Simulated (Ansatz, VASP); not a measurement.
## Nb in VASP and in Ansatz

```
Nb
1.0
     2.73753    0.00000    0.00000
     0.00000    2.73753    0.00000
     0.00000    0.00000    2.73753
Nb
1
Direct
  0.00000 0.00000 0.00000
```

The cell was built by a generator and needn't be a form met in nature.

Alike in both runs: functional RPBE; k mesh 12 × 12 × 12; occupations fermi-dirac, width 0.1 eV; no spin polarisation.

Ansatz relaxed the structure, and its values are those at the end. VASP's run is a single point on that final structure, the one shown.

```csv
,VASP,Ansatz
version,VASP 6.6.1,Ansatz 0.2.0
potentials or method,"VASP PAW PBE potentials, release 64 (Nb_sv)","plane waves (420 eV) with PAW, scalar-relativistic"
plane-wave cutoff (eV),520,420
valence electrons in the cell,13,13
```

Ansatz gave:

| Property | Result |
| --- | --- |
| pressure (GPa) | 0.0 |

Task: What did VASP give for the same quantities?

Result: Pressure (GPa): -0.2.

The functional is the same, so the differences come from potentials, cutoffs and numerics.

Caveats: the PAW data sets were made with another functional, which shifts forces and pressure a little (VASP).
